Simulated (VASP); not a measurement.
AlN:

```
Al N
1.0
     0.00000    2.03452    2.03452
     2.03452    0.00000    2.03452
     2.03452    2.03452    0.00000
Al N
1 1
Cartesian
  2.0345 2.0345 2.0345
  0.0000 0.0000 0.0000
```

Measurements of this composition are mostly on another form, of space group No. 186.

- Program: VASP 6.6.1
- Task: relaxation of cell and atoms
- Functional: PBEsol
- Potentials or basis: VASP PAW PBE potentials, release 64 (Al, N)
- Cutoff: 600 eV
- k mesh: 12 × 12 × 12
- Occupations: gaussian, width 0.03 eV
- Spin: no spin polarisation

At the start: pressure -4.7 GPa; volume 8.42 Å³/atom.

Q: Where does the relaxation end?

A: Over 3 steps the energy falls by 2.3 meV/atom and the volume is 8.27 Å³/atom (-1.8 %); space group Fm-3m (No. 225, to 0.05 Å).

The path:
```csv
step,energy change (eV),largest force (eV/Å),pressure (GPa),volume (Å³)
1,0.0000,0.0000,-4.74,16.84
2,-0.0004,0.0000,4.84,16.24
3,-0.0047,0.0000,-0.02,16.53
```

Final structure:
```yaml
crystal:
  lattice:
    - [0.00000, 2.02196, 2.02196]
    - [2.02196, 0.00000, 2.02196]
    - [2.02196, 2.02196, 0.00000]
  atoms:
    - { symbol: Al, position: [0.50000, 0.50000, 0.50000] }
    - { symbol: N, position: [0.00000, 0.00000, 0.00000] }
```

Caveat: the PAW data sets were made with another functional, which shifts forces and pressure a little.
